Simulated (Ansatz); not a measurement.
# InP (F-43m) in Ansatz: further runs

The runs below take InP through single point, equation of state, with PBEsol.

Everything below comes from runs of Ansatz 0.2.0. Logs are shortened: lines on timing, memory, paths and dates and some standing lists are left out, and cuts for length are marked.

**The experiment to reproduce.**

A printed reference work, data compilation reports, for a bulk crystal of InP: bulk modulus 71 GPa.

The runs below are set against these values where they give the same quantity.

### 1 The structure

Symmetry: F-43m, No. 216, cubic system. The conventional cell has a = 5.861 Å, b = 5.861 Å, c = 5.861 Å, α = 90.00°, β = 90.00°, γ = 90.00°. In (site symmetry -43m) has 4 P at 2.54 Å as nearest neighbours. P (site symmetry -43m) is surrounded by 4 In at 2.54 Å.

### 2 Single point, PBEsol, 23.66 Å³/atom (volume scaled by 0.94)

input.yaml reads:

```yaml
crystal:
  lattice:
    - [0.0, 2.8706770916, 2.8706770916]
    - [2.8706770916, 0.0, 2.8706770916]
    - [2.8706770916, 2.8706770916, 0.0]
  atoms:
    - { symbol: In, position: [0.0, 0.0, 0.0] }
    - { symbol: P, position: [0.75, 0.75, 0.75] }
hamiltonian:
  xc: pbesol
  pseudopotentials: { kind: paw }
kpoints:
  mp_grid: { grid: [8, 8, 8] }
scf:
  occupations: { method: fermi_dirac, width: 0.05 }
output:
  forces: true
  stress: true
  eigenvalues: true
```

Potentials or basis: Ansatz PAW.

Command:

```console
$ ansatz run input.yaml --threads 2 --pin off --max-ram 5120MiB --backend cpu --events-out ev --progress --plain --runs-dir out
```

Log:

```text
Warning: RAYON_NUM_THREADS=2 ignored (pool sized by the plan → 2); use --threads N
Engine: ansatz 0.2.0, x86_64-unknown-linux-gnu
Pseudopotentials: kind: paw
Pseudopotential: In, paw, valence charge 13, recommended cutoff 420 eV (normal), In.paw.azcp
Pseudopotential: P, paw, valence charge 5, recommended cutoff 420 eV (normal), P.paw.azcp
Functional definition: PBEsol
  exchange = pbesol_x
  correlation = pbesol_c
Crystal: 2 atoms, lattice volume = 47.313 Å³
Basis set: ecut = 420 eV, 941 PW (Γ), exchange–correlation on 60×60×60 points (8 copies of the dense FFT grid, shifted against one another)
Bands: 13, of which v1, the nominal top of the filled ones, is band 9 counted from 1 (8 counted from 0)
Symmetry: 24 space group operations
Space group: F-43m (ITA 216), of the structure as read, at distance tolerance 3.6e-5 Å
k-points: 29 of 512 (time reversal used)
Non-local potential: In, projectors of the file, l = 0: 2, l = 1: 2, l = 2: 2, l = 3: 2
Non-local potential: P, projectors of the file, l = 0: 2, l = 1: 2, l = 2: 2
PAW form: soft (Blöchl's): semilocal exchange-correlation on the pseudo side does not see the compensation charge
PAW frozen core: In, regenerated for the run's functional, and the local potential with it (the file was generated under x = pbe(κ = 0.804, μ = 0.2195149727645171), c = pbe(β = 0.06672455060314922))
PAW frozen core: P, regenerated for the run's functional, and the local potential with it (the file was generated under x = pbe(κ = 0.804, μ = 0.2195149727645171), c = pbe(β = 0.06672455060314922))
PAW one-centre angular grid: In, 590 points (default); XC on 64 Gauss nodes
PAW one-centre angular grid: P, 110 points (default); XC on 64 Gauss nodes
Initial density: superposition of atomic densities (neutral atoms: chi_scale 0, normalization atom), corrected by the library's trained network
Initial wavefunctions: pseudopotential atomic-orbital guess
Functional: x = pbesol(κ = 0.804, μ = 0.12345679012345678), c = pbesol(β = 0.046)
SCF iter   1: F=—  HF=-6265.817979 eV  |F-HF|=—  |Δ(HF+E_count)|=         —  Δρ=5.41e-3  dr2=2.33e-2  ethr=1.77e-3  ⟨swp⟩=6.3  Hψ=2558  notcnv=0
preconditioner: auto → none  [insulator: Δε(μ)=0.905 eV  Ē_g=14.890 eV  σ=0.050 eV  W_gap=1.00  n_scr=14 (ndim 8)  ℏωp=22.9 eV  f_vac=0.012  D(μ)=0.00/eV (n_scr^D=0)  ε∞_Penn≈3.4]
SCF iter   2: F=—  HF=-6265.809060 eV  |F-HF|=—  |Δ(HF+E_count)|=   8.92e-3  Δρ=1.76e-3  dr2=1.23e-3  ethr=1.30e-4  ⟨swp⟩=2.7  Hψ=824  notcnv=0
SCF iter   3: F=—  HF=-6265.808749 eV  |F-HF|=—  |Δ(HF+E_count)|=   3.11e-4  Δρ=4.85e-4  dr2=1.26e-4  ethr=6.83e-6  ⟨swp⟩=2.0  Hψ=675  notcnv=0
SCF iter   4: F=—  HF=-6265.808751 eV  |F-HF|=—  |Δ(HF+E_count)|=   2.15e-6  Δρ=2.09e-4  dr2=1.34e-5  ethr=7.02e-7  ⟨swp⟩=2.3  Hψ=496  notcnv=0
SCF iter   5: F=—  HF=-6265.808759 eV  |F-HF|=—  |Δ(HF+E_count)|=   7.53e-6  Δρ=2.96e-5  dr2=3.69e-7  ethr=7.43e-8  ⟨swp⟩=2.7  Hψ=631  notcnv=0
SCF iter   6: F=-6265.808759 eV  HF=-6265.808759 eV  |F-HF|=3.39e-9  |Δ(HF+E_count)|=   1.49e-7  Δρ=5.45e-6  dr2=9.53e-9  ethr=5.56e-10  ⟨swp⟩=7.1  Hψ=1998  notcnv=0
SCF 1 converged in 6 iterations: F = -6265.808759 eV  dr2 = 9.53e-9
SCF converged after 6 iterations
Free energy (F): -6265.808759 eV
Harris-Foulkes:  -6265.808759 eV  (|F-HF|=3.39e-9)
Internal energy: -6265.808758 eV  (E = F + TS)
E sigma→0 (E₀):  -6265.808759 eV
Entropy (-TS):   -0.000001 eV (-0.000 meV/atom)
Fermi energy:    8.212755 eV
--- Per-component energies (eV) ---
  E_band       = -42.194912
  E_kinetic    = 315.787406
  E_local      = -1361.382750  (includes V_loc(G=0)·N_el)
  E_nonlocal   = 403.072579
  E_hartree    = 536.852445
  E_xc         = -275.173365
  E_vxc        = -161.550479  (∫ρ·V_xc dr)
  E_paw        = -4639.100104  (= ΣΔE_a)
  E_vpaw       = -311.827745  (= ΣTr[D̂ρ^β])
  E_aug_tail   = 0.000029  (compensation charges beyond the density's cutoff)
  E_ewald      = -1246.146996
  E_core_change = 0.281999  (= ΣΔE_core)
  E_smearing   = -0.000001  (= −TS)
  E_closure    = 0.000000  (closes the sum)
  Σ components = -6265.808759   (vs F -6265.808759, Δ=0.00e0)
--- Forces (eV/Å), atoms counted from 1 ---
  atom   1  In    -0.00000000     0.00000000     0.00000000
  atom   2  P      0.00000000     0.00000000    -0.00000000
  max |Σ_I F_I| component: 1.30e-16 eV/Å
--- Stress (GPa, compression-positive) ---
        5.560887      -0.000000      -0.000000
        0.000000       5.560887       0.000000
       -0.000000       0.000000       5.560887
  P = ⅓ Tr σ = 5.5609 GPa (55.609 kbar)
--- Band table (eV; the first three rows and the last of 29) ---
  k-point 0: bands = ["-6.5980", "-6.5980", "-6.5980", "-6.4085", "-6.4085", "-4.2824", "7.7103", "7.7103", "7.7103", "8.6556", "11.7086", "11.7086", "11.7086"]
  k-point 1: bands = ["-6.6237", "-6.5887", "-6.5887", "-6.4085", "-6.4085", "-4.0833", "6.1383", "7.4991", "7.4991", "9.5293", "11.9138", "12.0124", "12.0124"]
  k-point 2: bands = ["-6.6806", "-6.5689", "-6.5689", "-6.4055", "-6.4055", "-3.5264", "4.0950", "7.0852", "7.0852", "9.5837", "12.4570", "12.4570", "13.1054"]
  k-point 28: bands = ["-6.7887", "-6.5230", "-6.4791", "-6.4357", "-6.3903", "-1.4739", "1.7824", "4.4379", "4.4509", "11.9034", "12.2916", "13.3246", "13.7721"]
```

It took 2.6 s on 2 threads of Intel Xeon at 2.50GHz (Skylake/Cascade Lake), shared host; peak memory 0.34 GiB.

Results:

```
Free energy            : -6265.8088 eV
Pressure               : 5.6 GPa
Band gap on the k mesh : 0.95 eV, direct
```

Caveat: spin-orbit coupling is left out, which moves the levels of the heavy elements; the PAW data sets come from PBE, with cores solved anew for the run's functional, which leaves a small shift of forces and pressure.

### 3 Single point, PBEsol, 24.16 Å³/atom (volume scaled by 0.96)

input.yaml: that of step 2 with these lines changed.

```diff
@@ -2,5 +2,5 @@
   lattice:
-    - [0.0, 2.8706770916, 2.8706770916]
-    - [2.8706770916, 0.0, 2.8706770916]
-    - [2.8706770916, 2.8706770916, 0.0]
+    - [0.0, 2.8908937935, 2.8908937935]
+    - [2.8908937935, 0.0, 2.8908937935]
+    - [2.8908937935, 2.8908937935, 0.0]
   atoms:
@@ -19 +19,5 @@
   eigenvalues: true
+  write_density: true
+  write_potential: true
+  elf: true
+  volumetric_format: npy
```

Potentials or basis: Ansatz PAW.

Command:

```console
$ ansatz run input.yaml --threads 2 --pin off --max-ram 5120MiB --backend cpu --events-out ev --progress --plain --runs-dir out
```

Wall time 2.6 s (2 threads of Intel Xeon at 2.50GHz (Skylake/Cascade Lake), shared host); peak memory 0.35 GiB.

Results (log left out):

```yaml
Free_energy: -6265.8378 eV
Pressure: 3.7 GPa
Band_gap_on_the_k_mesh: 0.83 eV, direct
```

Caveat: spin-orbit coupling is left out, which moves the levels of the heavy elements; the PAW data sets come from PBE, with cores solved anew for the run's functional, which leaves a small shift of forces and pressure.

### 4 Single point, PBEsol, 24.66 Å³/atom (volume scaled by 0.98)

input.yaml: that of step 3 with these lines changed.

```diff
@@ -2,5 +2,5 @@
   lattice:
-    - [0.0, 2.8908937935, 2.8908937935]
-    - [2.8908937935, 0.0, 2.8908937935]
-    - [2.8908937935, 2.8908937935, 0.0]
+    - [0.0, 2.9108316221, 2.9108316221]
+    - [2.9108316221, 0.0, 2.9108316221]
+    - [2.9108316221, 2.9108316221, 0.0]
   atoms:
```

Command:

```console
$ ansatz run input.yaml --threads 2 --pin off --max-ram 5120MiB --backend cpu --events-out ev --progress --plain --runs-dir out
```

Run time: 3.4 s. Hardware: 2 threads of Intel Xeon at 2.50GHz (Skylake/Cascade Lake), shared host; peak memory 0.35 GiB.

It converged, with:

```
Free energy            : -6265.8559 eV
Pressure               : 2.1 GPa
Band gap on the k mesh : 0.72 eV, direct
```

Caveat: spin-orbit coupling is left out, which moves the levels of the heavy elements; the PAW data sets come from PBE, with cores solved anew for the run's functional, which leaves a small shift of forces and pressure.

### 5 Single point, PBEsol, 25.17 Å³/atom

input.yaml: that of step 4 with these lines changed.

```diff
@@ -2,5 +2,5 @@
   lattice:
-    - [0.0, 2.9108316221, 2.9108316221]
-    - [2.9108316221, 0.0, 2.9108316221]
-    - [2.9108316221, 2.9108316221, 0.0]
+    - [0.0, 2.9305, 2.9305]
+    - [2.9305, 0.0, 2.9305]
+    - [2.9305, 2.9305, 0.0]
   atoms:
```

Command:

```console
$ ansatz run input.yaml --threads 2 --pin off --max-ram 5120MiB --backend cpu --events-out ev --progress --plain --runs-dir out
```

Run time: 3.4 s. Hardware: 2 threads of Intel Xeon at 2.50GHz (Skylake/Cascade Lake), shared host; peak memory 0.35 GiB.

The run converged. Its results:

```
Free energy            : -6265.8642 eV
Pressure               : 0.6 GPa
Band gap on the k mesh : 0.62 eV, direct
```

Caveat: spin-orbit coupling is left out, which moves the levels of the heavy elements; the PAW data sets come from PBE, with cores solved anew for the run's functional, which leaves a small shift of forces and pressure.

### 6 Single point, PBEsol, 25.67 Å³/atom (volume scaled by 1.02)

input.yaml: that of step 5 with these lines changed.

```diff
@@ -2,5 +2,5 @@
   lattice:
-    - [0.0, 2.9305, 2.9305]
-    - [2.9305, 0.0, 2.9305]
-    - [2.9305, 2.9305, 0.0]
+    - [0.0, 2.9499078504, 2.9499078504]
+    - [2.9499078504, 0.0, 2.9499078504]
+    - [2.9499078504, 2.9499078504, 0.0]
   atoms:
```

Potentials or basis: Ansatz PAW.

Command:

```console
$ ansatz run input.yaml --threads 2 --pin off --max-ram 5120MiB --backend cpu --events-out ev --progress --plain --runs-dir out
```

Wall time 3.4 s (2 threads of Intel Xeon at 2.50GHz (Skylake/Cascade Lake), shared host); peak memory 0.35 GiB.

It converged, with:

```
Free energy            : -6265.8638 eV
Pressure               : -0.7 GPa
Band gap on the k mesh : 0.51 eV, direct
```

Caveat: spin-orbit coupling is left out, which moves the levels of the heavy elements; the PAW data sets come from PBE, with cores solved anew for the run's functional, which leaves a small shift of forces and pressure.

### 7 Single point, PBEsol, 26.17 Å³/atom (volume scaled by 1.04)

input.yaml reads:

```yaml
crystal:
  lattice:
    - [0.0, 2.9690636329, 2.9690636329]
    - [2.9690636329, 0.0, 2.9690636329]
    - [2.9690636329, 2.9690636329, 0.0]
  atoms:
    - { symbol: In, position: [0.0, 0.0, 0.0] }
    - { symbol: P, position: [0.75, 0.75, 0.75] }
hamiltonian:
  xc: pbesol
  pseudopotentials: { kind: paw }
kpoints:
  mp_grid: { grid: [8, 8, 8] }
scf:
  occupations: { method: fermi_dirac, width: 0.05 }
output:
  forces: true
  stress: true
  eigenvalues: true
```

Command:

```console
$ ansatz run input.yaml --threads 2 --pin off --max-ram 5120MiB --backend cpu --events-out ev --progress --plain --runs-dir out
```

Run time: 2.2 s. Hardware: 2 threads of Intel Xeon at 2.50GHz (Skylake/Cascade Lake), shared host; peak memory 0.34 GiB.

Results (log left out):

- Free energy: -6265.8555 eV
- Pressure: -1.9 GPa
- Band gap on the k mesh: 0.41 eV, direct

Caveat: spin-orbit coupling is left out, which moves the levels of the heavy elements; the PAW data sets come from PBE, with cores solved anew for the run's functional, which leaves a small shift of forces and pressure.

### 8 Single point, PBEsol, 26.68 Å³/atom (volume scaled by 1.06)

input.yaml: that of step 7 with these lines changed.

```diff
@@ -2,5 +2,5 @@
   lattice:
-    - [0.0, 2.9690636329, 2.9690636329]
-    - [2.9690636329, 0.0, 2.9690636329]
-    - [2.9690636329, 2.9690636329, 0.0]
+    - [0.0, 2.9879753761, 2.9879753761]
+    - [2.9879753761, 0.0, 2.9879753761]
+    - [2.9879753761, 2.9879753761, 0.0]
   atoms:
```

Command:

```console
$ ansatz run input.yaml --threads 2 --pin off --max-ram 5120MiB --backend cpu --events-out ev --progress --plain --runs-dir out
```

It took 2.2 s on 2 threads of Intel Xeon at 2.50GHz (Skylake/Cascade Lake), shared host; peak memory 0.35 GiB.

The run converged. Its results:

| Quantity | Value |
| --- | --- |
| Free energy | -6265.8402 eV |
| Pressure | -2.9 GPa |
| Band gap on the k mesh | 0.30 eV, direct |

Caveat: spin-orbit coupling is left out, which moves the levels of the heavy elements; the PAW data sets come from PBE, with cores solved anew for the run's functional, which leaves a small shift of forces and pressure.

### 9 Equation of state, PBEsol

Potentials or basis: Ansatz PAW.

This step only gathers the single runs of the series.

Results:

* Equilibrium volume: 25.39 Å³/atom
* Bulk modulus: 67 GPa
* Pressure derivative of the bulk modulus: 4.6

Energy against volume, from the lowest point:
| volume (Å³/atom) | energy (meV/atom) |
| --- | --- |
| 23.657 | 27.74 |
| 24.160 | 13.20 |
| 24.663 | 4.15 |
| 25.167 | 0.00 |
| 25.670 | 0.22 |
| 26.173 | 4.36 |
| 26.677 | 12.00 |

### 10 Comparison with measurements

Step 9. Measured bulk modulus of InP: 71 GPa (a printed reference work, data compilation). This calculation gives 67 GPa (-5.9 %). The fit is for a static lattice scaled at fixed shape and fixed fractional positions.
